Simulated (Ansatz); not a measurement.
The system is Mg.

```xyz
2
Lattice="3.2093 0.0000 0.0000 -1.6046 2.7793 0.0000 0.0000 0.0000 5.2103" Properties=species:S:1:pos:R:3 pbc="T T T"
Mg    1.6047    0.9264    3.9077
Mg    0.0000    1.8529    1.3026
```

| Property | Result |
| --- | --- |
| Program | Ansatz 0.2.0 |
| Task | relaxation of cell and atoms |
| Functional | BLYP |
| Potentials or basis | all-electron LAPW, scalar-relativistic |
| Basis error allowed | 0.001 eV/atom |
| k mesh | 10 × 10 × 5 |
| Occupations | fermi-dirac, width 0.05 eV |
| Spin | no spin polarisation |

At the start: volume 23.24 Å³/atom.

Task: How do energy, volume and symmetry change on relaxing?

Result: Over 7 steps the energy falls by 3.7 meV/atom and the volume is 23.59 Å³/atom (+1.5 %); space group P6_3/mmc (No. 194, to 0.05 Å).

The path:
| step | energy change (eV) | largest force (eV/Å) | volume (Å³) |
| --- | --- | --- | --- |
| 1 | 0.0000 | 0.0000 | 46.47 |
| 2 | -0.0048 | 0.0000 | 46.95 |
| 3 | -0.0050 | 0.0000 | 46.92 |
| 4 | -0.0072 | 0.0000 | 47.22 |
| 5 | -0.0074 | 0.0000 | 47.17 |
| 6 | -0.0074 | 0.0000 | 47.18 |
| 7 | -0.0074 | 0.0000 | 47.18 |

Final structure:
```yaml
crystal:
  lattice:
    - [3.18113, 0.00000, 0.00000]
    - [-1.59057, 2.75494, 0.00000]
    - [0.00000, 0.00000, 5.38327]
  atoms:
    - { symbol: Mg, position: [0.66667, 0.33333, 0.75000] }
    - { symbol: Mg, position: [0.33333, 0.66667, 0.25000] }
```
